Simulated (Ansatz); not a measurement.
## A strain series on SrO (Fm-3m): epitaxial in the xy plane

SrO (started from an entry of an open crystallographic database), relaxed with r2SCAN in the plane-wave code Ansatz, then strained (epitaxial in the xy plane; changes of length per length, axes as in the cell below) with the atoms relaxed again within the symmetry that is left. Space group Fm-3m (No. 225), cubic; conventional cell a = 5.160 Å, 17.17 Å³ an atom. Sr has 6 O at 2.58 Å; O has 6 Sr at 2.58 Å. The values are computed, spin-unpolarised, and not measurements.

```
CELL_PARAMETERS angstrom
0.00000 2.57989 2.57989
2.57989 0.00000 2.57989
2.57989 2.57989 0.00000
ATOMIC_POSITIONS crystal
Sr 0.50000 0.50000 0.50000
O 0.00000 0.00000 0.00000
```

Gaps are the least over each mesh (PBE 8×8×8, r2SCAN 8×8×8, HSE06 6×6×6 when unstrained) and the special points, which keep their unstrained names; stress is the change from the unstrained cell, compression positive.

| strain (%) | free normal strain (%) | gap, PBE (eV) | gap, r2SCAN (eV) | gap, HSE06 (eV) | edges, HSE06 | in-plane stress, r2SCAN (GPa) | energy rise, r2SCAN (meV/atom) |
| --- | --- | --- | --- | --- | --- | --- | --- |
| -5.21 | +3.13 | 3.052 | 3.519 | 4.565 | X | +15.37 | 75.2 |
| -3.57 | +2.07 | 3.166 | 3.645 | 4.670 | Γ → X | +9.39 | 32.8 |
| 0.0 | 0.00 | 3.318 | 3.799 | 4.794 | Γ → X | 0.00 | 0.0 |
| +4.86 | -2.30 | 3.033 | 3.496 | 4.512 | (-0.003, 0, -0.003) → X | -7.24 | 42.7 |

With HSE06 the edges change from X (direct) to Γ → X (indirect) between -5.21 and -3.57 %. With r2SCAN the edges change from X (direct) to Γ → X (indirect) between -5.21 and -3.57 %. With PBE the edges change from X (direct) to Γ → X (indirect) between -5.21 and -3.57 %.

Where an edge lies off the special points, it is a point of the mesh or the k point where a search put PBE's edge or least direct gap, reused for the other functionals, whose own edges may lie a little apart.

Coordinates of k points refer to the reciprocal vectors of the primitive cell of the runs.

The meshes of the hybrids are coarse, so their gaps aren't converged to the digits shown.
